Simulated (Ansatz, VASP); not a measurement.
Al2O3: VASP beside Ansatz

The input INCAR:

```
PREC = Accurate ; ENCUT = 520
EDIFF = 1E-6 ; ISMEAR = 0
SIGMA = 0.05 ; LREAL = False
LASPH = True ; NELM = 60
ALGO = Fast ; ISIF = 2
LWAVE = False ; LCHARG = True
GGA = PS ; LELF = True
LVHAR = True ; NBANDS = 20
```

File KPOINTS:

```
Automatic mesh
0
Gamma
  9 9 4
```

The input POSCAR:

```
Al2O3
1.0
    2.8843249483      0.0000000000      0.0000000000
   -1.4421624742      2.4978986780      0.0000000000
    0.0000000000      0.0000000000      9.6168570938
Al O
2 3
Direct
    0.0000000000      0.0000000000      0.1499923300
    0.0000000000      0.0000000000      0.8500076700
    0.3333333333      0.6666666667      0.2223169200
    0.6666666667      0.3333333333      0.0000000000
    0.3333333333      0.6666666667      0.7776830800
```

Input for Ansatz:

```yaml
crystal:
  lattice:
    - [2.8843249483, 0.0, 0.0]
    - [-1.4421624742, 2.497898678, 0.0]
    - [0.0, 0.0, 9.6168570938]
  atoms:
    - { symbol: Al, position: [0.0, 0.0, 0.14999233] }
    - { symbol: Al, position: [0.0, 0.0, 0.85000767] }
    - { symbol: O, position: [0.3333333333, 0.6666666667, 0.22231692] }
    - { symbol: O, position: [0.6666666667, 0.3333333333, 0.0] }
    - { symbol: O, position: [0.3333333333, 0.6666666667, 0.77768308] }
basis:
  ecutwfc: 420
kpoints:
  mp_grid: { grid: [9, 9, 4] }
hamiltonian:
  xc: pbesol
scf:
  occupations: { method: gaussian, width: 0.05 }
output:
  forces: true
  stress: true
  eigenvalues: true
```

Change from the starting cell: strain +0.000 along x and y, +0.030 along z, atoms carried along.

Alike in both runs: task single point; functional PBEsol; k mesh 9 × 9 × 4; occupations gaussian, width 0.05 eV; no spin polarisation.

|  | VASP | Ansatz |
| --- | --- | --- |
| version | VASP 6.6.1 | Ansatz 0.2.0 |
| potentials or method | VASP PAW PBE potentials, release 64 (Al, O) | scalar-relativistic, plane waves, PAW |
| plane-wave cutoff (eV) | 520 | 420 |
| valence electrons in the cell | 24 | 24 |

|  | VASP | Ansatz | Ansatz less VASP |
| --- | --- | --- | --- |
| gap on the k mesh at the Fermi level (eV) | 4.73 | 4.75 | +0.015 |
| least direct gap on the mesh (eV) | 4.97 | 4.97 | +0.004 |
| pressure (GPa) | -5.3 | -5.4 | -0.13 |
| largest component of the traceless stress (GPa) | 2.65 | 2.35 | -0.297 |
| rms of the force components (eV/Å) | 0.236 | 0.238 | +0.0014 |

Atom by atom the forces differ by 0.013 eV/Å (rms over components). With one functional, cell and mesh, what is left measures potentials, basis and numerics.

Caveats: the PAW data sets were made with another functional, which shifts forces and pressure a little (VASP); an odd mesh through Γ misses points on the zone boundary, where band edges often lie.
